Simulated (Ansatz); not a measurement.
## Cu: elastic constants with PBEsol

The system is Cu.

```
Cu
1.0
     0.00000    1.80750    1.80750
     1.80750    0.00000    1.80750
     1.80750    1.80750    0.00000
Cu
1
Direct
  0.00000 0.00000 0.00000
```

```yaml
Program: Ansatz 0.2.0
Task: elastic constants
Functional: PBEsol
Potentials_or_basis: Ansatz PAW
Cutoff: "420 eV (not typed: the program's choice for these potentials)"
k_mesh: 10 × 10 × 10
Occupations: fermi-dirac, width 0.05 eV
Spin: no spin polarisation
Atoms_under_strain: relaxed
```

- Pressure: -6.4 GPa
- Band gap on the k mesh: none (metal or under the smearing width)
- Elastic constants C11, C12, C44: 176, 112, 52 GPa
- Voigt bulk modulus: 133 GPa

Levels at points of the mesh, in eV from the Fermi level:
```
             k point  band 6  band 7  band 8  band 9  band 10  band 11  band 12  band 13  band 14
  (0.00, 0.00, 0.00)   -2.90   -2.90   -2.90   -2.06    -2.06    22.70    25.18    25.18    25.18
 (0.00, 0.00, -0.50)   -2.93   -2.93   -1.48   -1.48    -0.97     3.84    21.18    22.00    22.00
(0.00, -0.50, -0.50)   -4.31   -1.50   -1.34   -1.34     1.52     7.20    13.09    13.09    17.65
```

Elastic tensor in Voigt notation (GPa, in the Cartesian axes of the cell as first typed):
```
176 112 112   0   0   0
112 176 112   0   0   0
112 112 176   0   0   0
  0   0   0  52   0   0
  0   0   0   0  52   0
  0   0   0   0   0  52
```

Wall time 4 s on 2 threads of Arm Neoverse V1, on a shared host, peak memory 0.3 GiB.

Caveat: the cell is more than 3 GPa from zero pressure, which shifts response properties; elastic constants of metals need much finer meshes, so these are rough; the PAW data sets come from PBE, with cores solved anew for the run's functional, which leaves a small shift of forces and pressure.
